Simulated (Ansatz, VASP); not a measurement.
AlN in VASP and in Ansatz

```
Al N
1.0
     0.00000    2.15443    2.15443
     2.15443    0.00000    2.15443
     2.15443    2.15443    0.00000
Al N
1 1
Direct
  0.00000 0.00000 0.00000
  0.50000 0.50000 0.50000
```

Alike in both runs: task relaxation of cell and atoms; functional LDA; k mesh 15 × 15 × 15; occupations fermi-dirac, width 0.1 eV; no spin polarisation.

```csv
,VASP,Ansatz
version,VASP 6.6.1,Ansatz 0.2.0
potentials or method,"VASP PAW LDA potentials, release 64 (Al, N)","PAW with Ansatz's default frozen-core files, scalar-relativistic"
plane-wave cutoff (eV),600,420
valence electrons in the cell,8,8
```

```tsv
	VASP	Ansatz	Ansatz less VASP
relaxed volume (Å³/atom)	8.08	8.07	-0.013
relaxed cell length with the largest relative difference (Å)	2.838	2.836	-0.0015
energy change over the relaxation (meV/atom)	-276	-279	-2.9
```

Caveats: the volume moved by over 15 % at a fixed basis, so the end points are rough (VASP). A k mesh can miss the band edges.
